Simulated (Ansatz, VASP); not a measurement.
# CuAu in VASP and in Ansatz

File INCAR:

```
SYSTEM = CuAu
ALGO     = Fast           ! electronic algorithm
EDIFF    = 1E-6           ! SCF threshold, eV
ENCUT    = 520            ! plane-wave cutoff, eV
GGA      = PE             ! functional
ISIF     = 2              ! what is computed and relaxed
ISMEAR   = 0              ! smearing method
LASPH    = .True.         ! aspherical terms in the spheres
LCHARG   = .True.         ! write CHGCAR
LELF     = .True.         ! ELF
LREAL    = .False.        ! projectors in reciprocal space
LVHAR    = .True.       
LWAVE    = .False.        ! write WAVECAR
NBANDS   = 18             ! bands
NELM     = 100            ! most SCF steps
PREC     = Accurate       ! precision mode
SIGMA    = 0.15           ! smearing width, eV
```

File KPOINTS:

```
k-points
0
Gamma
  18 18 14
  0 0 0
```

Contents of POSCAR:

```
CuAu
1.0
    2.7160000000      0.0000000000      0.0000000000
    0.0000000000      2.7160000000      0.0000000000
    0.0000000000      0.0000000000      3.6700000000
Cu Au
1 1
Direct
    0.5000000000      0.5000000000      0.5000000000
    0.0000000000      0.0000000000      0.0000000000
```

Input for Ansatz:

```yaml
crystal:
  lattice:
    - [2.716, 0.0, 0.0]
    - [0.0, 2.716, 0.0]
    - [0.0, 0.0, 3.67]
  atoms:
    - { symbol: Cu, position: [0.5, 0.5, 0.5] }
    - { symbol: Au, position: [0.0, 0.0, 0.0] }
basis:
  ecutwfc: 420
kpoints:
  mp_grid: { grid: [18, 18, 14] }
hamiltonian:
  xc: pbe
scf:
  occupations: { method: gaussian, width: 0.15 }
output:
  forces: true
  stress: true
  eigenvalues: true
```

Change from the starting cell: strain -0.030 along x and y, +0.000 along z, atoms carried along.

Alike in both runs: task single point; functional PBE; k mesh 18 × 18 × 14; occupations gaussian, width 0.15 eV; no spin polarisation.

|  | VASP | Ansatz |
| --- | --- | --- |
| version | VASP 6.6.1 | Ansatz 0.2.0 |
| potentials or method | VASP PAW PBE potentials, release 64 (Cu, Au) | scalar-relativistic, plane waves, PAW |
| plane-wave cutoff (eV) | 520 | 420 |
| valence electrons in the cell | 22 | 38 |

VASP gave:

```
gap on the k mesh at the Fermi level (eV)       : none
pressure (GPa)                                  : 19.3
largest component of the traceless stress (GPa) : 2.19
```

What did Ansatz give for the same quantities?

gap on the k mesh at the Fermi level (eV): none; pressure (GPa): 19.6; largest component of the traceless stress (GPa): 2.29.

A gap of «none» marks a metal or a gap that the smearing closes. The two sets of potentials don't hold the same shells in valence.

Caveats: so large a pressure means that the cell lies far from this level's equilibrium, or that cutoff or potentials fall short (VASP). Spin-orbit coupling is left out, which matters for the levels of Au.
